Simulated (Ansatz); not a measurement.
Runs of Ansatz 0.2.0 on In. The structure is tetragonal, space group I4/mmm (No. 139). The conventional cell has a = 3.251 Å, b = 3.251 Å, c = 4.947 Å, α = 90.00°, β = 90.00°, γ = 90.00°. In (site symmetry 4/mmm) is surrounded by 12 In at 3.25 to 3.38 Å. 

```tsv
task	spin	cell	target pressure (GPa)	points for each segment of the path	gap on the mesh (eV)	pressure (GPa)
relaxation of cell and atoms	off	relaxed to 20 GPa	20	-	none	20.0
band structure	SOC, no magnetisation	as given	-	14	none	-1.0
relaxation of cell and atoms	off	relaxed to 2 GPa	2	-	none	2.0
relaxation of cell and atoms	off	relaxed to 5 GPa	5	-	none	5.0
relaxation of cell and atoms	off	relaxed to 30 GPa	30	-	none	30.0
relaxation of cell and atoms	off	relaxed	0	-	none	0.0
relaxation of cell and atoms	off	relaxed to 10 GPa	10	-	none	10.0
band structure	off	as given	-	14	none	(a)
```

Alike in all rows: level PBEsol; potentials or basis Ansatz PAW; k mesh 11 × 11 × 11; cutoff (eV) 420; smearing fermi-dirac 0.05 eV.

**Question.** Fill in the values left out.

**Answer.** (a) -0.9.

Caveats: the PAW data sets come from PBE, with cores solved anew for the run's functional, which leaves a small shift of forces and pressure; the plane-wave basis is chosen anew once the cell has moved, so the energies of steps on either side of that aren't comparable (some runs); spin-orbit coupling is left out, which moves the levels of the heavy elements (some runs).

A k mesh can miss the band edges, and rows without SOC leave out spin-orbit coupling on In.

A gap of «none» marks a metal or a gap under the smearing width.
